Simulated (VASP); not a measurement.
# AlN (P6_3mc) in VASP: further runs, part 2 of 2

VASP 6.6.1. The steps go on from the part before.

### Step 5. Relaxation of cell and atoms, LDA

Input file INCAR:

```
SYSTEM = AlN
PREC = Accurate
ENCUT = 600
EDIFF = 1E-6
ISMEAR = 0
SIGMA = 0.05
LREAL = .False.
LASPH = .True.
NELM = 60
ALGO = Normal
ISIF = 3
LWAVE = .False.
LCHARG = .False.
GGA = CA
IBRION = 2
NSW = 40
EDIFFG = -0.01
```

Input file KPOINTS:

```
Automatic mesh
0
Gamma
  8 8 5
  0 0 0
```

Input file POSCAR:

```
AlN
1.0
    3.1130000000      0.0000000000      0.0000000000
   -1.5565000000      2.6959370820      0.0000000000
    0.0000000000      0.0000000000      4.9810000000
Al N
2 2
Direct
    0.3333333333      0.6666666667      0.0000000000
    0.6666666667      0.3333333333      0.5000000000
    0.3333333333      0.6666666667      0.3800000000
    0.6666666667      0.3333333333      0.8800000000
```

Potentials or basis: VASP PAW LDA potentials, release 64 (Al, N).

Command:

```bash
$ cat potpaw_LDA.64/Al/POTCAR potpaw_LDA.64/N/POTCAR > POTCAR
$ mpirun -np 1 vasp_std > vasp.out
```

OUTCAR:

```text
SYSTEM = AlN
   PREC = Accurate
   ENCUT = 600
   EDIFF = 1E-6
   ISMEAR = 0
   LREAL = .False.
   LASPH = .True.
   NELM = 60
   ISIF = 3
   GGA = CA
   IBRION = 2
   NSW = 40
   EDIFFG = -0.01

 ion  position               nearest neighbor table
   1  0.333  0.667  0.000-   3 1.89   4 1.89   4 1.89   4 1.89   2 3.07   2 3.07   2 3.07   2 3.07
                             2 3.07   2 3.07
   2  0.667  0.333  0.500-   4 1.89   3 1.89   3 1.89   3 1.89   1 3.07   1 3.07   1 3.07   1 3.07
                             1 3.07   1 3.07
   3  0.333  0.667  0.380-   1 1.89   2 1.89   2 1.89   2 1.89
   4  0.667  0.333  0.880-   2 1.89   1 1.89   1 1.89   1 1.89

  LATTYP: Found a hexagonal cell.
 ALAT       =     3.1130000000
 C/A-ratio  =     1.6000642467

  Lattice vectors:

 A1 = (   3.1130000000,   0.0000000000,   0.0000000000)
 A2 = (  -1.5565000000,   2.6959370820,   0.0000000000)
 A3 = (   0.0000000000,   0.0000000000,   4.9810000000)

Analysis of symmetry for initial positions (statically):
=====================================================================
 Subroutine PRICEL returns:
 Original cell was already a primitive cell.

 Routine SETGRP: Setting up the symmetry group for a
 hexagonal supercell.

 Subroutine GETGRP returns: Found 12 space group operations
 (whereof  6 operations were pure point group operations)
 out of a pool of 24 trial point group operations.

[... 359 lines left out ...]
--------------------------------------- Ionic step        6  -------------------------------------------

 number of electron      15.9999999 magnetization

 Free energy of the ion-electron system (eV)
  ---------------------------------------------------
  ext. energy  EPLUGINS =         0.00000000
  ---------------------------------------------------
  free energy    TOTEN  =       -32.84345808 eV

  energy without entropy =      -32.84345808  energy(sigma->0) =      -32.84345808

 E-fermi :   6.3670     XC(G=0): -11.3340

 val. band max:        6.0926641243   @ k =   0.0000   0.0000   0.0000
 cond. band min:      10.4985311819   @ k =   0.0000   0.0000   0.0000
 fundamental gap:      4.4058670575
 Fermi energy:         6.3670343008

 k-point     1 :       0.0000    0.0000    0.0000
  band No.  band energies     occupation
      1      -9.0667      2.00000
      2      -6.7796      2.00000
      3      -0.0510      2.00000
      4       5.2053      2.00000
      5       5.2053      2.00000
      6       5.8663      2.00000
      7       5.8663      2.00000
      8       6.0927      2.00000
      9      10.4985      0.00000
     10      12.8053      0.00000
     11      16.7317      0.00000
     12      17.1761      0.00000
[... 331 lines left out ...]
 k-point    24 :       0.3750    0.0000    0.4000
  band No.  band energies     occupation
      1      -7.0700      2.00000
      2      -6.6665      2.00000
      3       0.7316      2.00000
      4       1.1500      2.00000
      5       4.0119      2.00000
      6       4.5042      2.00000
      7       4.9225      2.00000
      8       4.9649      2.00000
      9      11.4330      0.00000
     10      12.0569      0.00000
     11      15.1993      0.00000
     12      15.9179      0.00000

 [... further k-points ...]
[... 5 lines left out ...]
  --------------------------------------------------------------------------------------
  -------------------------------------------------------------------------------------
  Total        0.0170361      0.0170361      0.0329135      0.0000000      0.0000000     -0.0000000
  in kB        0.6669041      0.6669041      1.2884485      0.0000000      0.0000000     -0.0000000
  external PRESSURE =       0.8740856 kB  Pullay stress =       0.0000000 kB
[... 19 lines left out ...]
  FREE ENERGIE OF THE ION-ELECTRON SYSTEM (eV)
  ---------------------------------------------------
  free  energy   TOTEN  =       -32.8434580806 eV

  energy  without entropy=      -32.8434580806  energy(sigma->0) =      -32.84345808

 reached required accuracy - stopping structural energy minimisation
```

CONTCAR:

```text
AlN
   1.00000000000000
     3.0908945470049201    0.0000000000000000    0.0000000000000000
    -1.5454472735024600    2.6767931981436912   -0.0000000000000000
     0.0000000000000000    0.0000000000000000    4.9467409486033418
  Al              N
     2     2
Direct
     0.3333333332999970    0.6666666667000030    0.9990466375697665
     0.6666666667000030    0.3333333332999970    0.4990466375697667
     0.3333333332999970    0.6666666667000030    0.3809533624302359
     0.6666666667000030    0.3333333332999970    0.8809533624302360

  0.00000000E+00  0.00000000E+00  0.00000000E+00
  0.00000000E+00  0.00000000E+00  0.00000000E+00
  0.00000000E+00  0.00000000E+00  0.00000000E+00
  0.00000000E+00  0.00000000E+00  0.00000000E+00
```

It took 49 s on 1 thread of Intel Xeon Platinum 8375C at 2.90GHz (Ice Lake), shared host; peak memory 0.16 GiB.

What came out:

| Property | Result |
| --- | --- |
| Free energy | -32.8435 eV |
| Relaxed volume | 10.23 Å³/atom |
| Relaxed cell | a = 3.091 Å, b = 3.091 Å, c = 4.947 Å, α = 90.00°, β = 90.00°, γ = 120.00° |
| Space group after relaxing (to 0.05 Å) | P6_3mc (No. 186) |
| Energy gained by relaxing | 3.2 meV/atom |
| Ionic steps | 6 |
| Pressure after relaxing | 0.1 GPa |
| Largest force after relaxing | 0.005 eV/Å |
| Band gap on the k mesh | 4.41 eV, direct |

Forces in eV/Å, atoms in the order of the input:
```
Al   0.000  0.000 -0.005
Al   0.000  0.000 -0.005
N    0.000  0.000  0.005
N    0.000  0.000  0.005
```

Step by step:
```tsv
step	energy change (eV)	largest force (eV/Å)	pressure (GPa)	volume (Å³)
1	0.0000	0.1194	-4.21	41.80
2	-0.0009	0.0854	4.30	40.16
3	-0.0124	0.0201	-0.04	40.96
4	-0.0124	0.0181	0.06	40.94
5	-0.0126	0.0112	0.08	40.93
6	-0.0126	0.0046	0.09	40.93
```

Final structure:
```
CELL_PARAMETERS angstrom
3.09089 0.00000 0.00000
-1.54545 2.67679 0.00000
0.00000 0.00000 4.94674
ATOMIC_POSITIONS crystal
Al 0.33333 0.66667 0.99905
Al 0.66667 0.33333 0.49905
N 0.33333 0.66667 0.38095
N 0.66667 0.33333 0.88095
```

### Step 6. Relaxation of cell and atoms, HSE06

POSCAR is that of step 5.

Input file INCAR.step1:

```
SYSTEM = AlN
  PREC = Accurate
  ENCUT = 600
  EDIFF = 1E-5
  ISMEAR = 0
  SIGMA = 0.05
  LREAL = .FALSE.
  LASPH = .TRUE.
  NELM = 80
  ALGO = Normal
  LWAVE = .TRUE.
  LCHARG = .FALSE.
  GGA = PE
```

Input file INCAR.step2:

```
SYSTEM = AlN
  PREC = Accurate
  ENCUT = 600
  EDIFF = 1E-6
  ISMEAR = 0
  SIGMA = 0.05
  LREAL = .FALSE.
  LASPH = .TRUE.
  NELM = 80
  ALGO = Normal
  ISIF = 3
  LWAVE = .FALSE.
  LCHARG = .FALSE.
  GGA = PE
  LHFCALC = .TRUE.
  HFSCREEN = 0.2
  PRECFOCK = Fast
  IBRION = 2
  NSW = 40
  EDIFFG = -0.01
  ISTART = 1
```

Input file KPOINTS:

```
regular mesh
0
G
  6 6 4
  0 0 0
```

Potentials or basis: VASP PAW PBE potentials, release 64 (Al, N).

Command:

```bash
$ cat potpaw_PBE.64/Al/POTCAR potpaw_PBE.64/N/POTCAR > POTCAR
$ cp INCAR.step1 INCAR
$ mpirun -np 1 vasp_std > vasp.out
$ cp INCAR.step2 INCAR
$ mpirun -np 1 vasp_std > vasp.out
```

Wall time 25 min (1 thread of Intel Xeon 6975P-C (Granite Rapids), shared host); peak memory 0.27 GiB.

It converged, with:

* Free energy: -34.9619 eV
* Relaxed volume: 10.36 Å³/atom
* Relaxed cell: a = 3.104 Å, b = 3.104 Å, c = 4.968 Å, α = 90.00°, β = 90.00°, γ = 120.00°
* Space group after relaxing (to 0.05 Å): P6_3mc (No. 186)
* Energy gained by relaxing: 0.8 meV/atom
* Ionic steps: 6
* Pressure after relaxing: 0.0 GPa
* Band gap on the k mesh: 5.64 eV, direct

The path:
```csv
step,energy change (eV),largest force (eV/Å),pressure (GPa),volume (Å³)
1,0.0000,0.1280,-1.77,41.80
2,-0.0002,0.0882,1.82,41.11
3,-0.0031,0.0183,0.03,41.45
4,-0.0031,0.0206,0.01,41.46
5,-0.0033,0.0099,-0.03,41.46
6,-0.0033,0.0006,-0.05,41.46
```

Final structure:
```
Al N
1.0
     3.10397    0.00000    0.00000
    -1.55198    2.68811    0.00000
     0.00000    0.00000    4.96846
Al N
2 2
Direct
  0.33333 0.66667 0.99903
  0.66667 0.33333 0.49903
  0.33333 0.66667 0.38097
  0.66667 0.33333 0.88097
```

Levels at points of the mesh, in eV from the valence-band top:
```tsv
k point	band 6	band 7	band 8	band 9	band 10	band 11
(0.00, 0.00, 0.00)	-0.24	-0.24	0.00	5.64	8.21	12.55
(0.50, 0.00, 0.00)	-2.32	-1.91	-0.78	7.21	7.21	9.80
(0.00, 0.00, 0.50)	-0.62	-0.62	-0.62	8.03	8.03	12.08
(0.50, 0.00, 0.50)	-1.63	-1.50	-1.50	6.69	6.69	10.85
```

Caveat: the PAW data sets were made with another functional, which shifts forces and pressure a little.

### Step 7. The reference run

An earlier run on the cell as given: functional PBE; potentials or basis VASP PAW PBE potentials, release 64 (Al, N); cutoff 520 eV; k mesh 10 × 10 × 6; occupations fermi-dirac, width 0.05 eV; no spin polarisation.

* Pressure: 3.5 GPa
* Largest force: 0.129 eV/Å
* Band gap on the k mesh: 4.22 eV, direct

### Step 8. Summary

```csv
task,level,potentials or basis,cell,k mesh,cutoff (eV),smearing,grid for exact exchange (PRECFOCK),screening parameter,mesh quality,gap on the mesh (eV),pressure (GPa),relaxed volume (Å³/atom),largest force (eV/Å)
single point,PBE,"VASP PAW PBE potentials, release 64 (Al_GW, N_GW)",as given,4 × 4 × 2,500,gaussian 0.02 eV,-,-,coarse,4.22,2.8,-,0.15
single point,PBE,"VASP PAW PBE potentials, release 64 (Al_GW, N_GW)",as given,5 × 5 × 3,500,gaussian 0.02 eV,-,-,coarse,4.22,2.8,-,0.13
relaxation of cell and atoms,r2SCAN,"VASP PAW PBE potentials, release 64 (Al, N)",relaxed,8 × 8 × 5,600,gaussian 0.05 eV,-,-,not flagged,4.94,0.0,10.39,0.01
relaxation of cell and atoms,LDA,"VASP PAW LDA potentials, release 64 (Al, N)",relaxed,8 × 8 × 5,600,gaussian 0.05 eV,-,-,not flagged,4.41,0.1,10.23,-
relaxation of cell and atoms,HSE06,"VASP PAW PBE potentials, release 64 (Al, N)",relaxed,6 × 6 × 4,600,gaussian 0.05 eV,Fast,0.2 1/A,not flagged,5.64,0.0,10.36,-
single point,PBE,"VASP PAW PBE potentials, release 64 (Al, N)",as given,10 × 10 × 6,520,fermi-dirac 0.05 eV,-,-,not flagged,4.22,3.5,-,0.13
```

Alike in all rows: no spin polarisation.

Caveats: some runs use coarse meshes; the cutoff is under 1.25 times the usual one of these potentials, so pressure, stress and relaxed cells hold a basis-set (Pulay) error (some runs); the PAW data sets were made with another functional, which shifts forces and pressure a little (some runs).

Total energies depend on the potentials used, so only differences within one code and one set of settings carry meaning.
